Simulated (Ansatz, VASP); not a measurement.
Given: the input of a run of Ansatz 0.2.0 on W.

Contents of input.yaml:

```yaml
crystal:
  lattice:
    - [-1.5928244114, 1.5928244114, 1.5928244114]
    - [1.5928244114, -1.5928244114, 1.5928244114]
    - [1.5928244114, 1.5928244114, -1.5928244114]
  atoms:
    - { symbol: W, position: [0.0, 0.0, 0.0] }
kpoints:
  mp_grid: { grid: [12, 12, 12] }
scf:
  occupations: { method: fermi_dirac, width: 0.05 }
hamiltonian:
  xc: pbe
  pseudopotentials: { kind: all_electron, lapw: { basis_error: 0.0005 } }
output:
  forces: true
  stress: true
  eigenvalues: true
```

Potentials or basis: all-electron LAPW, scalar-relativistic.

Run with:

```console
$ ansatz run input.yaml --threads 1 --pin off --max-ram 2560MiB --backend cpu --events-out ev --progress --plain --runs-dir out
```

Question: Set up the same calculation for VASP 6.6.1. Potentials there: VASP PAW PBE potentials, release 64 (W_sv).

Answer: As run (the cutoff follows the program's own potentials):

Contents of INCAR:

```
PREC = Accurate
ENCUT = 520
EDIFF = 1E-6
ISMEAR = -1
SIGMA = 0.05
LREAL = F
LASPH = T
NELM = 60
ALGO = Normal
ISIF = 2
LWAVE = F
LCHARG = F
GGA = PE
NBANDS = 13
```

File KPOINTS:

```
Automatic mesh
0
Gamma
  12 12 12
```

File POSCAR:

```
W
1.0
   -1.5928244114      1.5928244114      1.5928244114
    1.5928244114     -1.5928244114      1.5928244114
    1.5928244114      1.5928244114     -1.5928244114
W
1
Direct
    0.0000000000      0.0000000000      0.0000000000
```

Potentials or basis: VASP PAW PBE potentials, release 64 (W_sv).

Command:

```bash
$ cat potpaw_PBE.64/W_sv/POTCAR > POTCAR
$ mpirun -np 1 vasp_std > vasp.out
```

Both were run:

|  | VASP | Ansatz | Ansatz less VASP |
| --- | --- | --- | --- |
| gap on the k mesh at the Fermi level (eV) | none | none | - |
| pressure (GPa) | 0.2 | -0.2 | -0.42 |

A gap of «none» marks a metal or a gap that the smearing closes. Ansatz ran all-electron here, so the differences hold the error of VASP's frozen core and of both bases.

Spin-orbit coupling is left out, which matters for the levels of W.
